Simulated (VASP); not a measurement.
# Si2Mo (I4/mmm) in VASP: further runs

The runs below take Si2Mo through relaxation of cell and atoms, with PBE.

Everything below comes from runs of VASP 6.6.1. Logs are shortened: lines on timing, memory, paths and dates and some standing lists are left out, and cuts for length are marked.

**1. The structure**

Symmetry: I4/mmm, No. 139, tetragonal system. Conventional cell: a = 3.200 Å, b = 3.200 Å, c = 7.861 Å, α = 90.00°, β = 90.00°, γ = 90.00°. Si (site symmetry 4mm) is surrounded by 5 Si at 2.61 to 2.63 Å and 5 Mo at 2.62 Å. Around Mo (site symmetry 4/mmm) lie 10 Si at 2.62 Å.

**2. Relaxation of cell and atoms, PBE**

Contents of INCAR:

```
SYSTEM = Si2Mo
PREC = Accurate
ENCUT = 520
EDIFF = 1E-6
ISMEAR = 0
SIGMA = 0.1
LREAL = .False.
LASPH = .True.
NELM = 120
ALGO = Normal
ISIF = 3
LWAVE = .False.
LCHARG = .False.
GGA = PE
IBRION = 2
NSW = 90
EDIFFG = -0.01
```

Contents of KPOINTS:

```
regular mesh
0
Gamma
  15 15 15
  0 0 0
```

Contents of POSCAR:

```
Si2Mo
1.0
   -1.6000000000      1.6000000000      3.9305000000
    1.6000000000     -1.6000000000      3.9305000000
    1.6000000000      1.6000000000     -3.9305000000
Si Mo
2 1
Direct
    0.3330000000      0.3330000000      0.0000000000
    0.6670000000      0.6670000000      0.0000000000
    0.0000000000      0.0000000000      0.0000000000
```

Potentials or basis: VASP PAW PBE potentials, release 64 (Si, Mo_sv).

Launch:

```
$ cat potpaw_PBE.64/Si/POTCAR potpaw_PBE.64/Mo_sv/POTCAR > POTCAR
$ mpirun -np 1 vasp_std > vasp.out
```

OUTCAR:

```text
SYSTEM = Si2Mo
   PREC = Accurate
   ENCUT = 520
   EDIFF = 1E-6
   ISMEAR = 0
   LREAL = .False.
   LASPH = .True.
   NELM = 120
   ISIF = 3
   GGA = PE
   IBRION = 2
   NSW = 90
   EDIFFG = -0.01

 ion  position               nearest neighbor table
   1  0.333  0.333  0.000-   2 2.61   2 2.61   2 2.61   2 2.61   3 2.62   3 2.62   3 2.62   3 2.62
                             3 2.62   2 2.63
   2  0.667  0.667  0.000-   1 2.61   1 2.61   1 2.61   1 2.61   3 2.62   3 2.62   3 2.62   3 2.62
                             3 2.62   1 2.63
   3  0.000  0.000  0.000-   2 2.62   1 2.62   2 2.62   1 2.62   2 2.62   1 2.62   1 2.62   2 2.62
                             1 2.62   2 2.62

  LATTYP: Found a body centered tetragonal cell.
 ALAT       =     3.2000000000
 C/A-ratio  =     2.4565625000

  Lattice vectors:

 A1 = (  -1.6000000000,   1.6000000000,   3.9305000000)
 A2 = (   1.6000000000,  -1.6000000000,   3.9305000000)
 A3 = (   1.6000000000,   1.6000000000,  -3.9305000000)

Analysis of symmetry for initial positions (statically):
=====================================================================
 Subroutine PRICEL returns:
 Original cell was already a primitive cell.

 Routine SETGRP: Setting up the symmetry group for a
 body centered tetragonal supercell.

 Subroutine GETGRP returns: Found 16 space group operations
 (whereof 16 operations were pure point group operations)
 out of a pool of 16 trial point group operations.

The static configuration has the point symmetry D_4h.

Analysis of symmetry for dynamics (positions and initial velocities):
=====================================================================
 Subroutine PRICEL returns:
 Original cell was already a primitive cell.

 Routine SETGRP: Setting up the symmetry group for a
 body centered tetragonal supercell.

 Subroutine GETGRP returns: Found 16 space group operations
 (whereof 16 operations were pure point group operations)
 out of a pool of 16 trial point group operations.

The dynamic configuration has the point symmetry D_4h.

 Subroutine INISYM returns: Found 16 space group operations
 (whereof 16 operations are pure point group operations),
 and found     1 'primitive' translations

----------------------------------------------------------------------------------------

                                     Primitive cell

  volume of cell :      40.2483

  direct lattice vectors                    reciprocal lattice vectors
    -1.600000000  1.600000000  3.930500000     0.000000000  0.312500000  0.127210279
     1.600000000 -1.600000000  3.930500000     0.312500000  0.000000000  0.127210279
     1.600000000  1.600000000 -3.930500000     0.312500000  0.312500000  0.000000000

  length of vectors
     4.535287229  4.535287229  4.535287229     0.337399918  0.337399918  0.441941738

  position of ions in fractional coordinates (direct lattice)
     0.333000000  0.333000000  0.000000000
     0.667000000  0.667000000  0.000000000
     0.000000000  0.000000000  0.000000000

  ion indices of the primitive-cell ions
   primitive index   ion index
                 1           1
                 2           2
                 3           3

----------------------------------------------------------------------------------------

 KPOINTS: regular mesh

Automatic generation of k-mesh.
 Grid dimensions read from file:
 generate k-points for:   15   15   15

 Generating k-lattice:

  Cartesian coordinates                     Fractional coordinates (reciprocal lattice)
     0.000000000  0.020833333  0.008480685     0.066666667  0.000000000 -0.000000000
     0.020833333  0.000000000  0.008480685     0.000000000  0.066666667 -0.000000000
     0.020833333  0.020833333  0.000000000     0.000000000  0.000000000  0.066666667

  Length of vectors
     0.022493328  0.022493328  0.029462783

  Shift w.r.t. Gamma in fractional coordinates (k-lattice)
     0.000000000  0.000000000  0.000000000

 Subroutine IBZKPT returns following result:
 ===========================================

 Found    288 irreducible k-points:

 Following reciprocal coordinates:
            Coordinates               Weight
  0.000000  0.000000  0.000000      1.000000
  0.066667 -0.000000  0.000000      8.000000
  0.133333 -0.000000  0.000000      8.000000
  0.200000  0.000000  0.000000      8.000000
  0.266667 -0.000000  0.000000      8.000000
  0.333333  0.000000  0.000000      8.000000
[... 16 lines left out ...]
  0.133333  0.133333  0.000000      8.000000
  0.200000  0.133333  0.000000     16.000000
 [... further k-points ...]
   k-points           NKPTS =    288   k-points in BZ     NKDIM =    288   number of bands    NBANDS=     15
   number of dos      NEDOS =    301   number of ions     NIONS =      3
   total plane-waves  NPLWV =  46656
   dimension x,y,z NGX =    36 NGY =   36 NGZ =   36
   dimension x,y,z NGXF=    72 NGYF=   72 NGZF=   72
   ions per type =               2   1
   NGX,Y,Z   is equivalent  to a cutoff of  13.20, 13.20, 13.20 a.u.
   NGXF,Y,Z  is equivalent  to a cutoff of  26.39, 26.39, 26.39 a.u.
 SYSTEM =  Si2Mo
   PREC   = accura    normal or accurate (medium, high low for compatibility)
   ISTART =      0    job   : 0-new  1-cont  2-samecut
   ICHARG =      2    charge: 1-file 2-atom 10-const
   ISPIN  =      1    spin polarized calculation?
   LNONCOLLINEAR =      F non collinear calculations
   LSORBIT =      F    spin-orbit coupling
   LASPH  =      T    aspherical Exc in radial PAW
   ENCUT  =  520.0 eV  38.22 Ry    6.18 a.u.   8.43  8.43  8.43*2*pi/ulx,y,z
   NELM   =    120;   NELMIN=  2; NELMDL= -5     # of ELM steps
   EDIFF  = 0.1E-05   stopping-criterion for ELM
   LREAL  =      F    real-space projection
   EDIFFG = -.1E-01   stopping-criterion for IOM
   NSW    =     90    number of steps for IOM
   IBRION =      2    ionic relax: 0-MD 1-quasi-New 2-CG
   NFREE  =      1    steps in history (QN), initial steepest desc. (CG)
   ISIF   =      3    stress and relaxation
   ISYM   =      2    0-nonsym 1-usesym 2-fastsym
   POTIM  = 0.5000    time-step for ionic-motion
   TEBEG  =    0.0;   TEEND  =   0.0 temperature during run
   PSTRESS=    0.0 pullay stress
   NELECT =      22.0000    total number of electrons
   NUPDOWN=      -1.0000    fix difference up-down
   EMIN   =  10.00;   EMAX   =-10.00  energy-range for DOS
   EFERMI =   0.00;   METHOD = LEGACY
   ISMEAR =     0;   SIGMA  =   0.10  broadening in eV -4-tet -1-fermi 0-gaus
   EFERMI_NEDOS =   21; number of points for ismear=-14 and -15
   IALGO  =     38    algorithm
   IMIX   =      4    mixing-type and parameters
     AMIX     =   0.40;   BMIX     =  1.00
     AMIX_MAG =   1.60;   BMIX_MAG =  1.00
  volume/ion in A,a.u.               =      13.42        90.54
  Fermi-wavevector in a.u.,A,eV,Ry     =   1.338546  2.529484 24.377614  1.791704
  Thomas-Fermi vector in A             =   2.467007
   LORBIT       =      0    0 simple, 1 ext, 2 COOP (PROOUT), +10 PAW based schemes
   GGA     = PE    functional components
   LHFCALC =     F    Hartree Fock is set to
   AEXX    =    0.0000 exact exchange contribution
   IVDW    =     0    specifies the selected vdW correction
   LEPSILON=     F    determine dielectric tensor
   LRPA    =     F    only Hartree local field effects (RPA)
 conjugate gradient relaxation of ions
 non-spin polarized calculation
 Gauss-broadening in eV      SIGMA  =   0.10
  energy-cutoff  :      520.00
  volume of cell :       40.25
 maximum number of plane-waves:      1112
 NGX is ok and might be reduce to    36
   NGX = 17   NGY = 17   NGZ = 17

--------------------------------------- Ionic step        1  -------------------------------------------

 number of electron      22.0000000 magnetization

 Free energy of the ion-electron system (eV)
  ---------------------------------------------------
  ext. energy  EPLUGINS =         0.00000000
  ---------------------------------------------------
  free energy    TOTEN  =       -23.25307606 eV

  energy without entropy =      -23.25154489  energy(sigma->0) =      -23.25231048

------------------------ aborting loop because EDIFF is reached ----------------------------------------

  FORCE on cell =-STRESS in cart. coord.  units (eV):
  Direction    XX          YY          ZZ          XY          YZ          ZX
  --------------------------------------------------------------------------------------
  -------------------------------------------------------------------------------------
  Total        0.7086194      0.7086194      0.3958947      0.0000000     -0.0000000      0.0000000
  in kB       28.2082309     28.2082309     15.7595032      0.0000000     -0.0000000      0.0000000
  external PRESSURE =      24.0586550 kB  Pullay stress =       0.0000000 kB
[... 170 lines left out ...]
  energy  without entropy=      -23.2605638196  energy(sigma->0) =      -23.26119868

--------------------------------------- Ionic step        6  -------------------------------------------

 number of electron      22.0000000 magnetization

 Free energy of the ion-electron system (eV)
  ---------------------------------------------------
  ext. energy  EPLUGINS =         0.00000000
  ---------------------------------------------------
  free energy    TOTEN  =       -23.26190539 eV

  energy without entropy =      -23.26063228  energy(sigma->0) =      -23.26126883

 E-fermi :  12.0664     XC(G=0): -12.3656

 val. band max:       12.0585291226   @ k =  -0.4000  -0.4667   0.4000
 cond. band min:      12.0917167541   @ k =  -0.3333  -0.4000   0.3333
 fundamental gap:      0.0331876315
 Fermi energy:        12.0663981983

 k-point     1 :       0.0000    0.0000    0.0000
  band No.  band energies     occupation
      1     -48.6753      2.00000
      2     -22.8163      2.00000
      3     -22.7495      2.00000
      4     -22.7495      2.00000
      5      -1.2546      2.00000
      6       5.7576      2.00000
      7       8.6351      2.00000
      8       9.0746      2.00000
      9       9.4805      2.00000
     10       9.4805      2.00000
     11      12.4191      0.00000
     12      15.1302      0.00000
     13      15.3093      0.00000
     14      15.5300      0.00000
     15      15.5300      0.00000
[... 397 lines left out ...]
 k-point    24 :       0.2000    0.1333    0.0000
  band No.  band energies     occupation
      1     -48.6665      2.00000
      2     -22.8301      2.00000
      3     -22.8082      2.00000
      4     -22.7813      2.00000
      5      -0.1298      2.00000
      6       5.1510      2.00000
      7       7.7270      2.00000
      8       8.8087      2.00000
      9       9.4015      2.00000
     10       9.8146      2.00000
     11      10.6807      2.00000
     12      14.0833      0.00000
     13      14.3961      0.00000
     14      15.4317      0.00000
     15      16.8136      0.00000

 [... further k-points ...]
[... 5 lines left out ...]
  --------------------------------------------------------------------------------------
  -------------------------------------------------------------------------------------
  Total        0.0114027      0.0114027     -0.0184090      0.0000000      0.0000000     -0.0000000
  in kB        0.4481418      0.4481418     -0.7234988      0.0000000      0.0000000     -0.0000000
  external PRESSURE =       0.0575949 kB  Pullay stress =       0.0000000 kB
[... 18 lines left out ...]
  FREE ENERGIE OF THE ION-ELECTRON SYSTEM (eV)
  ---------------------------------------------------
  free  energy   TOTEN  =       -23.2619053864 eV

  energy  without entropy=      -23.2606322760  energy(sigma->0) =      -23.26126883

 reached required accuracy - stopping structural energy minimisation
```

Run time: 4.6 min. Hardware: 1 thread of Intel Xeon 6975P-C (Granite Rapids), shared host; peak memory 0.34 GiB.

Results:

* Free energy: -23.2619 eV
* Relaxed volume: 13.59 Å³/atom
* Relaxed cell: a = 4.548 Å, b = 4.548 Å, c = 4.548 Å, α = 138.57°, β = 138.57°, γ = 60.03°
* Space group after relaxing (to 0.05 Å): I4/mmm (No. 139)
* Energy gained by relaxing: 2.9 meV/atom
* Ionic steps: 6
* Pressure after relaxing: 0.0 GPa
* Largest force after relaxing: 0.004 eV/Å
* Band gap on the k mesh: none (metal or under the smearing width)

Forces on the atoms (eV/Å):
```
Si   0.000  0.000 -0.004
Si   0.000  0.000  0.004
Mo   0.000  0.000  0.000
```

Stress tensor (GPa, compression positive):
```
 0.04  0.00  0.00
 0.00  0.04  0.00
 0.00  0.00 -0.07
```

The path:
```csv
step,energy change (eV),largest force (eV/Å),pressure (GPa),volume (Å³)
1,0.0000,0.2801,2.41,40.25
2,-0.0017,0.0891,-3.26,41.43
3,-0.0069,0.1759,-0.71,40.87
4,-0.0087,0.0151,0.14,40.75
5,-0.0088,0.0144,0.01,40.77
6,-0.0088,0.0038,0.01,40.77
```

Final structure:
```
Si Mo
1.0
    -1.60872    1.60872    3.93804
     1.60872   -1.60872    3.93804
     1.60872    1.60872   -3.93804
Si Mo
2 1
Direct
  0.33512 0.33512 0.00000
  0.66488 0.66488 0.00000
  0.00000 0.00000 0.00000
```

**3. Relaxation of cell and atoms, PBE**

This run uses another cell than the first one, of 13.59 Å³/atom, 1.013 times its volume.

Edit INCAR of step 2 so:

```diff
@@ -3,3 +3,3 @@
 ENCUT = 520
-EDIFF = 1E-6
+EDIFF = 1E-7
 ISMEAR = 0
@@ -15,3 +15,4 @@
 IBRION = 2
-NSW = 90
-EDIFFG = -0.01
+NSW = 60
+EDIFFG = -0.005
+POTIM = 0.3
```

KPOINTS is that of step 2.

Contents of POSCAR:

```
Si2Mo                                   
1.0
   -1.6087224678      1.6087224678      3.9380388712
    1.6087224678     -1.6087224678      3.9380388712
    1.6087224678      1.6087224678     -3.9380388712
  Si              Mo            
     2     1
Direct
     0.3351223556376748    0.3351223556376748    0.0000000000000000
     0.6648776443623251    0.6648776443623251    0.0000000000000000
     1.0000000000000000    1.0000000000000000    0.0000000000000000
```

Potentials or basis: VASP PAW PBE potentials, release 64 (Si, Mo_sv).

Launch:

```
$ cat potpaw_PBE.64/Si/POTCAR potpaw_PBE.64/Mo_sv/POTCAR > POTCAR
$ mpirun -np 1 vasp_std > vasp.out
```

Run time: 1.9 min. Hardware: 1 thread of Intel Xeon 6975P-C (Granite Rapids), shared host; peak memory 0.34 GiB.

It converged, with:

- Free energy: -23.2620 eV
- Energy gained by relaxing: 0.0 meV/atom
- Ionic steps: 2
- Pressure after relaxing: 0.0 GPa
- Band gap on the k mesh: none (metal or under the smearing width)

Final structure:
```xyz
3
Lattice="-1.6089 1.6089 3.9372 1.6089 -1.6089 3.9372 1.6089 1.6089 -3.9372" Properties=species:S:1:pos:R:3 pbc="T T T"
Si    0.0000    0.0000    2.6388
Si    1.6089    1.6089    1.2984
Mo    0.0000    0.0000    7.8745
```

Levels at points of the mesh, in eV from the Fermi level:
```csv
k point,band 7,band 8,band 9,band 10,band 11,band 12,band 13,band 14,band 15
"(0.00, 0.00, 0.00)",-3.43,-2.99,-2.59,-2.59,0.35,3.06,3.24,3.46,3.46
```
